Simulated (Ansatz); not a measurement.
**V in Ansatz: the effect of functional**

The system is V.

```
V
1.0
     2.58682    0.00000    0.00000
    -1.29341    2.24025    0.00000
     0.00000    0.00000    4.69163
V
2
Direct
  0.33333 0.66667 0.25000
  0.66667 0.33333 0.75000
```

This isn't the form of V at room conditions, which is bcc.

The cell isn't the ideal one: volume scaled by 0.98.

Alike in all runs:

```yaml
Program: Ansatz 0.2.0
Task: single point
Potentials_or_basis: Ansatz PAW
k_mesh: 12 × 12 × 6
Occupations: fermi-dirac, width 0.05 eV
Spin: collinear spin, ferromagnetic start
Starting_moments: "[2.0, 2.0] μB"
```

Q: One run gave: pressure -9.8 GPa. Which functional did it use?
A. LDA
B. r2SCAN
C. PBEsol

A: A.

| functional | cutoff | pressure (GPa) |
| --- | --- | --- |
| LDA | 420 eV (not typed: the program's choice for these potentials) | -9.8 |
| PBEsol | 420 eV (not typed: the program's choice for these potentials) | -3.9 |
| r2SCAN | 500 eV (not typed: the program's choice for these potentials) | 0.4 |

Caveats: the PAW data sets come from PBE, with cores solved anew for the run's functional, which leaves a small shift of forces and pressure; the starting moments weren't kept; the magnetic or orbital state may not be the lowest (some runs).

Runs at the PBE level aren't shown here.
